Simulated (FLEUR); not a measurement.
# MnS (Fm-3m) in FLEUR: notebook, part 2 of 3

FLEUR MaX-R8.1 (patched build s14).

## 3. Band structure, LDA (von Barth-Hedin)+U, collinear spin, ferromagnetic start, spin-orbit coupling

inp.xml reads:

```xml
<?xml version="1.0" encoding="UTF-8" standalone="no"?>
<fleurInput fleurInputVersion="0.39">
   <comment>
      MnS                                                                                                 
   </comment>
   <calculationSetup>
      <cutoffs Kmax="5.0" Gmax="25.0" GmaxXC="25.0" numbands="all"/>
      <scfLoop itmax="100" minDistance="0.0002" maxIterBroyd="50" imix="Anderson" alpha="0.05" precondParam="0.0" spinf="2.0"/>
      <coreElectrons ctail="T" frcor="F" kcrel="0" coretail_lmax="0"/>
      <xcFunctional name="bh" relativisticCorrections="F"/>
      <magnetism jspins="2"/>
      <soc l_soc="T" theta="0.0" phi="0.0" spav="F"/>
      <expertModes spex="0" secvar="F"/>
      <geometryOptimization l_f="F" forcealpha="1.0" forcemix="BFGS" epsdisp="0.00001" epsforce="0.00001"/>
      <ldaU l_linMix="F" mixParam="0.05" spinf="1.0"/>
   </calculationSetup>
   <cell>
      <bzIntegration valenceElectrons="21.0" mode="gauss" fermiSmearingEnergy="0.00734986">
         <kPointListSelection listName="default-1"/>
         <!-- k-points included here -->
         <xi:include xmlns:xi="http://www.w3.org/2001/XInclude" href="kpts.xml"> </xi:include>
      </bzIntegration>
      <!-- symmetry operations included here -->
      <xi:include xmlns:xi="http://www.w3.org/2001/XInclude" href="sym.xml"> </xi:include>
      <bulkLattice scale="1.0">
         <bravaisMatrix>
[... 30 lines left out ...]
            <stateOccupation state="(3p3/2)" spinUp="1.333333" spinDown="1.333333"/>
         </electronConfig>
         <energyParameters s="3" p="3" d="3" f="4"/>
         <lo type="SCLO" l="0" n="3" eDeriv="2"/>
         <lo type="SCLO" l="1" n="3" eDeriv="2"/>
         <lo type="SCLO" l="2" n="3" eDeriv="2"/>
         <lo type="SCLO" l="3" n="4" eDeriv="2"/>
      </species>
   </atomSpecies>
   <atomGroups>
      <atomGroup species="Manganese 4.000">
         <relPos label="                   1">.0000000000 .0000000000 .0000000000</relPos>
         <force calculate="T" relaxXYZ="TTT"/>
      </atomGroup>
      <atomGroup species="Sulfur (S)">
         <relPos label="                   2">1.000/2.000 1.000/2.000 1.000/2.000</relPos>
         <force calculate="T" relaxXYZ="TTT"/>
      </atomGroup>
   </atomGroups>
   <output dos="F" band="F" slice="F">
      <checks vchk="F" cdinf="F"/>
      <bandDOS minEnergy="-.5*Htr" maxEnergy="0.5*Htr" sigma="0.015" storeEVData="T"/>
      <vacuumDOS vacdos="F" integ="F" star="F" nstars="0" locx1="0.0" locy1="0.0" locx2="0.0" locy2="0.0" nstm="0" tworkf="0.0"/>
      <unfoldingBand unfoldBand="F" supercellX="1" supercellY="1" supercellZ="1"/>
      <plotting iplot="0" polar="F">
         <plot TwoD="T" vec1="  1.0  0.0  0.0" vec2="  0.0  1.0  0.0" vec3="  0.0  0.0  1.0" zero="  0.0  0.0  0.0" file="plot"/>
      </plotting>
      <chargeDensitySlicing numkpt="0" minEigenval="0.0" maxEigenval="0.0" nnne="0" pallst="F"/>
      <specialOutput eonly="F"/>
      <magneticCircularDichroism mcd="F" energyLo="-10.0" energyUp="0.0"/>
   </output>
  <!-- We include the file relax.xml here to enable relaxations (see documentation) -->
  <xi:include xmlns:xi="http://www.w3.org/2001/XInclude" href="relax.xml"> <xi:fallback/> </xi:include>
</fleurInput>
```

crystal.txt reads:

```
MnS
&input cartesian=F /
0.0000000000  2.6045000000  2.6045000000
2.6045000000  0.0000000000  2.6045000000
2.6045000000  2.6045000000  0.0000000000
1.8897261246
1.0 1.0 1.0

2
25 0.0000000000  0.0000000000  0.0000000000 : 4.000
16 0.5000000000  0.5000000000  0.5000000000

&soc 0.0 0.0 /
&kpt div1=6 div2=6 div3=6 gamma=T /
```

inp.xml (bands) reads:

```
<?xml version="1.0" encoding="UTF-8" standalone="no"?>
<fleurInput fleurInputVersion="0.39">
   <comment>
      MnS                                                                                                 
   </comment>
   <calculationSetup>
      <cutoffs Kmax="5.0" Gmax="25.0" GmaxXC="25.0" numbands="all"/>
      <scfLoop itmax="100" minDistance="0.0002" maxIterBroyd="50" imix="Anderson" alpha="0.05" precondParam="0.0" spinf="2.0"/>
      <coreElectrons ctail="T" frcor="F" kcrel="0" coretail_lmax="0"/>
      <xcFunctional name="bh" relativisticCorrections="F"/>
      <magnetism jspins="2"/>
      <soc l_soc="T" theta="0.0" phi="0.0" spav="F"/>
      <expertModes spex="0" secvar="F"/>
      <geometryOptimization l_f="F" forcealpha="1.0" forcemix="BFGS" epsdisp="0.00001" epsforce="0.00001"/>
      <ldaU l_linMix="F" mixParam="0.05" spinf="1.0"/>
   </calculationSetup>
   <cell>
      <bzIntegration valenceElectrons="21.0" mode="gauss" fermiSmearingEnergy="0.00734986">
         <kPointListSelection listName="path-1"/>
         <!-- k-points included here -->
         <xi:include xmlns:xi="http://www.w3.org/2001/XInclude" href="kpts.xml"> </xi:include>
      </bzIntegration>
      <!-- symmetry operations included here -->
      <xi:include xmlns:xi="http://www.w3.org/2001/XInclude" href="sym.xml"> </xi:include>
      <bulkLattice scale="1.0">
         <bravaisMatrix>
[... 30 lines left out ...]
            <stateOccupation state="(3p3/2)" spinUp="1.333333" spinDown="1.333333"/>
         </electronConfig>
         <energyParameters s="3" p="3" d="3" f="4"/>
         <lo type="SCLO" l="0" n="3" eDeriv="2"/>
         <lo type="SCLO" l="1" n="3" eDeriv="2"/>
         <lo type="SCLO" l="2" n="3" eDeriv="2"/>
         <lo type="SCLO" l="3" n="4" eDeriv="2"/>
      </species>
   </atomSpecies>
   <atomGroups>
      <atomGroup species="Manganese 4.000">
         <relPos label="                   1">.0000000000 .0000000000 .0000000000</relPos>
         <force calculate="T" relaxXYZ="TTT"/>
      </atomGroup>
      <atomGroup species="Sulfur (S)">
         <relPos label="                   2">1.000/2.000 1.000/2.000 1.000/2.000</relPos>
         <force calculate="T" relaxXYZ="TTT"/>
      </atomGroup>
   </atomGroups>
   <output dos="F" band="T" slice="F">
      <checks vchk="F" cdinf="F"/>
      <bandDOS minEnergy="-.5*Htr" maxEnergy="0.5*Htr" sigma="0.015" storeEVData="T"/>
      <vacuumDOS vacdos="F" integ="F" star="F" nstars="0" locx1="0.0" locy1="0.0" locx2="0.0" locy2="0.0" nstm="0" tworkf="0.0"/>
      <unfoldingBand unfoldBand="F" supercellX="1" supercellY="1" supercellZ="1"/>
      <plotting iplot="0" polar="F">
         <plot TwoD="T" vec1="  1.0  0.0  0.0" vec2="  0.0  1.0  0.0" vec3="  0.0  0.0  1.0" zero="  0.0  0.0  0.0" file="plot"/>
      </plotting>
      <chargeDensitySlicing numkpt="0" minEigenval="0.0" maxEigenval="0.0" nnne="0" pallst="F"/>
      <specialOutput eonly="F"/>
      <magneticCircularDichroism mcd="F" energyLo="-10.0" energyUp="0.0"/>
   </output>
  <!-- We include the file relax.xml here to enable relaxations (see documentation) -->
  <xi:include xmlns:xi="http://www.w3.org/2001/XInclude" href="relax.xml"> <xi:fallback/> </xi:include>
</fleurInput>
```

Potentials or basis: all-electron, FLAPW.

On the command line:

```sh
$ inpgen -f crystal.txt -profile precise
$ # inp.xml edited to the form shown
$ fleur
$ fleur   # second run, on inp.xml (bands)
```

Wall time 13 min (1 thread of Intel Xeon 6975P-C (Granite Rapids), shared host); peak memory 0.51 GiB.

It converged, with:

* Free energy: -42319.7029 eV
* Band gap on the k mesh: 0.73 eV, indirect (least direct gap 2.94 eV)
* Band gap along the path: 0.73 eV, indirect (least direct gap 2.91 eV)
* Net moment: 5.00 μB per cell
* Site moments: Mn +4.63; S +0.11 μB
* Valence electrons inside the program's atomic spheres: Mn 13.52; S 4.41 (radii Mn 2.42, S 2.14 bohr)

Levels at the corners of the path, in eV from the valence-band top:
```
point  band 17  band 18  band 19  band 20  band 21  band 22  band 23  band 24  band 25  band 26
    Γ    -1.34    -1.30    -1.10    -1.07    -1.04     1.99     2.29     2.29     2.32     2.37
    X    -4.24    -3.01    -3.01    -2.65    -2.65     0.73     1.02     2.22     2.92     3.98
    W    -4.23    -3.76    -3.76    -3.55    -2.85     2.74     3.07     3.07     3.67     4.01
    K    -4.26    -4.05    -3.55    -2.63    -1.81     1.87     2.65     3.26     3.65     3.82
    Γ    -1.34    -1.30    -1.10    -1.07    -1.04     1.99     2.29     2.29     2.32     2.37
    L    -4.07    -2.42    -2.39    -0.02     0.00     3.05     3.61     3.66     3.67     3.72
    U    -4.26    -4.05    -3.55    -2.63    -1.81     1.87     2.65     3.26     3.65     3.82
    W    -4.23    -3.76    -3.76    -3.55    -2.85     2.74     3.07     3.07     3.67     4.01
    L    -4.07    -2.42    -2.39    -0.02     0.00     3.05     3.61     3.66     3.67     3.72
    K    -4.26    -4.05    -3.55    -2.63    -1.81     1.87     2.65     3.26     3.65     3.82
    U    -4.26    -4.05    -3.55    -2.63    -1.81     1.87     2.65     3.26     3.65     3.82
    X    -4.24    -3.01    -3.01    -2.65    -2.65     0.73     1.02     2.22     2.92     3.98
```

Orbital moments (μB): Mn +0.000; S -0.000

Core levels (eV from the Fermi level):
| atom | levels |
| --- | --- |
| 1 Mn | 1s1/2 -6406.7, 2s1/2 -736.2, 2p1/2 -630.5, 2p3/2 -620.2 |
| 2 S | 1s1/2 -2390.3, 2s1/2 -204.4, 2p1/2 -151.0, 2p3/2 -149.7 |

Caveat: a cell with one magnetic atom can't hold antiferromagnetic order, which such compounds often take. The state reached can hang on the start; a lower one may exist.

## 4. Equation of state, PBE, collinear spin, ferromagnetic start, 16.61 Å³/atom (volume scaled by 0.94)

Changes to inp.xml since step 3:

```diff
@@ -6,10 +6,10 @@
    <calculationSetup>
-      <cutoffs Kmax="5.0" Gmax="25.0" GmaxXC="25.0" numbands="all"/>
-      <scfLoop itmax="100" minDistance="0.0002" maxIterBroyd="50" imix="Anderson" alpha="0.05" precondParam="0.0" spinf="2.0"/>
+      <cutoffs Kmax="4.73" Gmax="14.7" GmaxXC="14.7" numbands="0"/>
+      <scfLoop itmax="60" minDistance="0.00001" maxIterBroyd="15" imix="Anderson" alpha="0.05" precondParam="0.0" spinf="2.0" sdNocoIR="T"/>
       <coreElectrons ctail="T" frcor="F" kcrel="0" coretail_lmax="0"/>
-      <xcFunctional name="bh" relativisticCorrections="F"/>
+      <xcFunctional name="pbe" relativisticCorrections="F"/>
       <magnetism jspins="2"/>
-      <soc l_soc="T" theta="0.0" phi="0.0" spav="F"/>
+      <soc l_soc="F" theta="0.0" phi="0.0" spav="F"/>
       <expertModes spex="0" secvar="F"/>
-      <geometryOptimization l_f="F" forcealpha="1.0" forcemix="BFGS" epsdisp="0.00001" epsforce="0.00001"/>
+      <geometryOptimization l_f="F" forcealpha="1.0" forcemix="BFGS" epsdisp="0.0005" epsforce="0.0002"/>
       <ldaU l_linMix="F" mixParam="0.05" spinf="1.0"/>
@@ -17,3 +17,3 @@
    <cell>
-      <bzIntegration valenceElectrons="21.0" mode="gauss" fermiSmearingEnergy="0.00734986">
+      <bzIntegration valenceElectrons="21.0" mode="hist" fermiSmearingEnergy="0.00183747">
          <kPointListSelection listName="default-1"/>
@@ -24,3 +24,3 @@
       <xi:include xmlns:xi="http://www.w3.org/2001/XInclude" href="sym.xml"> </xi:include>
-      <bulkLattice scale="1.0">
+      <bulkLattice scale="0.9795861087">
          <bravaisMatrix>
@@ -34,4 +34,4 @@
       <species name="Manganese 4.000" element="Mn" atomicNumber="25">
-         <mtSphere radius="2.42" gridPoints="801" logIncrement="0.015"/>
-         <atomicCutoffs lmax="12" lnonsphr="8"/>
+         <mtSphere radius="2.35" gridPoints="801" logIncrement="0.015"/>
+         <atomicCutoffs lmax="10" lnonsphr="8"/>
          <electronConfig flipSpins="F">
@@ -43,3 +43,2 @@
          <energyParameters s="4" p="4" d="3" f="4"/>
-         <ldaU l="2" U="5.3" J="0.0" l_amf="F"/>
          <lo type="SCLO" l="0" n="3" eDeriv="0"/>
@@ -47,2 +46,3 @@
          <lo type="SCLO" l="1" n="3" eDeriv="1"/>
+         <lo type="SCLO" l="2" n="3" eDeriv="2"/>
          <lo type="SCLO" l="3" n="4" eDeriv="2"/>
@@ -50,4 +50,4 @@
       <species name="Sulfur (S)" element="S" atomicNumber="16">
-         <mtSphere radius="2.14" gridPoints="707" logIncrement="0.016"/>
-         <atomicCutoffs lmax="11" lnonsphr="8"/>
+         <mtSphere radius="2.07" gridPoints="707" logIncrement="0.016"/>
+         <atomicCutoffs lmax="9" lnonsphr="7"/>
          <electronConfig flipSpins="F">
@@ -85,2 +85,3 @@
       <specialOutput eonly="F"/>
+      <moessbauerParams electricFieldGradient="T" isomerShift="T" coreHyperfine="T" valenceHyperfine="T"/>
       <magneticCircularDichroism mcd="F" energyLo="-10.0" energyUp="0.0"/>
```

Potentials or basis: all-electron, FLAPW.

On the command line:

```sh
$ inpgen -f crystal.txt -profile fastHighL
$ # inp.xml edited to the form shown
$ fleur_MPI
```

Output:

```text
Welcome to FLEUR        (www.flapw.de)
      MaX-Release 8.1          (www.max-centre.eu)

 ========== k-point set info ==========
 Selected k-point list: default-1
 k-point list type: mesh
 9 x 9 x 9
 Number of k points: 35

 ------------Calculation Setup---------------------------
 Number of MPI-tasks      :            1
 Number of PE/node        :            1
 Number of OMP-threads    :            1
 Most efficient MPI parallelization for:
           1           5           7          35
 Additional eigenvalue parallelization possible
 Number of basis functions:          482
 Approximate size of matrices (H+S) per k-point:         0.003 GB
 --------------------------------------------------------
 Iteration:     1   Distance:       7.04362910 me/bohr^3
 Iteration:     2   Distance:       6.63650941 me/bohr^3
 Iteration:     3   Distance:       2.52093452 me/bohr^3
 Iteration:     4   Distance:       1.46819046 me/bohr^3
 Iteration:     5   Distance:       1.39208515 me/bohr^3
 Iteration:     6   Distance:       0.51100992 me/bohr^3
 Iteration:     7   Distance:       0.44839959 me/bohr^3
 Iteration:     8   Distance:       0.23501798 me/bohr^3
 Iteration:     9   Distance:       0.13748967 me/bohr^3
 Iteration:    10   Distance:       0.01869702 me/bohr^3
 Iteration:    11   Distance:       0.03099281 me/bohr^3
 Iteration:    12   Distance:       0.00513070 me/bohr^3
 Iteration:    13   Distance:       0.00352601 me/bohr^3
 Iteration:    14   Distance:       0.00094804 me/bohr^3
 Iteration:    15   Distance:       0.00017709 me/bohr^3
 Iteration:    16   Distance:       0.00017009 me/bohr^3
 Iteration:    17   Distance:       0.00010195 me/bohr^3
 Iteration:    18   Distance:       0.00002110 me/bohr^3
 Iteration:    19   Distance:       0.00000673 me/bohr^3

 ********************************************************************
 Run finished successfully
 Stop message:
   all done
 ********************************************************************
```

It took 56 s on 1 thread of Intel Xeon 6975P-C (Granite Rapids), shared host; peak memory 0.08 GiB.

What came out:

| Quantity | Value |
| --- | --- |
| Free energy | -42392.3717 eV |
| Band gap on the k mesh | none (metal or under the smearing width) |
| Net moment | 4.54 μB per cell |
| Site moments | Mn +4.16; S +0.12 μB |
| Valence electrons inside the program's atomic spheres | Mn 13.48; S 4.18 (radii Mn 2.35, S 2.07 bohr) |

Caveat: a cell with one magnetic atom can't hold antiferromagnetic order, which such compounds often take; semilocal functionals often make such compounds metallic where correlation or magnetic order opens a gap, which also shifts bond lengths.

## 5. Equation of state, PBE, collinear spin, ferromagnetic start, 16.96 Å³/atom (volume scaled by 0.96)

Changes to inp.xml since step 4:

```diff
@@ -24,3 +24,3 @@
       <xi:include xmlns:xi="http://www.w3.org/2001/XInclude" href="sym.xml"> </xi:include>
-      <bulkLattice scale="0.9795861087">
+      <bulkLattice scale="0.9864848297">
          <bravaisMatrix>
```

On the command line:

```sh
$ inpgen -f crystal.txt -profile fastHighL
$ # inp.xml edited to the form shown
$ fleur_MPI
```

Run time: 57 s. Hardware: 1 thread of Intel Xeon 6975P-C (Granite Rapids), shared host; peak memory 0.08 GiB.

The run converged. Its results:

```yaml
Free_energy: -42392.3710 eV
Band_gap_on_the_k_mesh: none (metal or under the smearing width)
Net_moment: 4.61 μB per cell
Site_moments: Mn +4.21; S +0.13 μB
Valence_electrons_inside_the_program's_atomic_spheres: Mn 13.45; S 4.17 (radii Mn 2.35, S 2.07 bohr)
```

Caveat: a cell with one magnetic atom can't hold antiferromagnetic order, which such compounds often take; semilocal functionals often make such compounds metallic where correlation or magnetic order opens a gap, which also shifts bond lengths.

## 6. Equation of state, PBE, collinear spin, ferromagnetic start, 17.31 Å³/atom (volume scaled by 0.98)

Changes to inp.xml since step 5:

```diff
@@ -24,3 +24,3 @@
       <xi:include xmlns:xi="http://www.w3.org/2001/XInclude" href="sym.xml"> </xi:include>
-      <bulkLattice scale="0.9864848297">
+      <bulkLattice scale="0.9932883884">
          <bravaisMatrix>
```

Potentials or basis: all-electron, FLAPW.

On the command line:

```sh
$ inpgen -f crystal.txt -profile fastHighL
$ # inp.xml edited to the form shown
$ fleur_MPI
```

It took 56 s on 1 thread of Intel Xeon 6975P-C (Granite Rapids), shared host; peak memory 0.08 GiB.

The run converged. Its results:

```yaml
Free_energy: -42392.3656 eV
Band_gap_on_the_k_mesh: none (metal or under the smearing width)
Net_moment: 4.67 μB per cell
Site_moments: Mn +4.25; S +0.13 μB
Valence_electrons_inside_the_program's_atomic_spheres: Mn 13.43; S 4.16 (radii Mn 2.35, S 2.07 bohr)
```

Caveat: a cell with one magnetic atom can't hold antiferromagnetic order, which such compounds often take; semilocal functionals often make such compounds metallic where correlation or magnetic order opens a gap, which also shifts bond lengths.

[end of part 2 of 3]
